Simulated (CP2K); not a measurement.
Crystal: Mo.

```
Mo
1.0
     2.74324    0.00000    0.00000
    -0.91441    2.58635    0.00000
    -0.91441   -1.29317    2.23984
Mo
1
Direct
  0.00000 0.00000 0.00000
```

Base run:

| Quantity | Value |
| --- | --- |
| Program | CP2K 2026.2 |
| Functional | r2SCAN |
| Dispersion | D4 |
| Potentials or basis | POTENTIAL_UZH Mo GTH-SCAN-q14; TZVP-MOLOPT-SCAN-GTH basis |
| Density cutoff | 9184 eV |
| k mesh | 12 × 12 × 12 |
| Occupations | fermi-dirac, width 0.05 eV |
| Spin | no spin polarisation |

Its results: band gap on the k mesh none (metal or under the smearing width); pressure -3.9 GPa.

Problem. After a change of settings the same cell gave: band gap on the k mesh none (metal or under the smearing width); pressure -5.6 GPa. Which change was it?
A. dispersion from D4 to none
B. dispersion from D4 to D3(BJ)
C. dispersion from D4 to D3(BJ)+ATM
D. dispersion from D4 to rVV10

Solution. B.

Caveats: the basis of atomic orbitals isn't converged, which shifts pressures, moduli and gaps; pairwise dispersion overbinds metals, which lowers pressure and volume.

Not every run made on this cell is shown here.
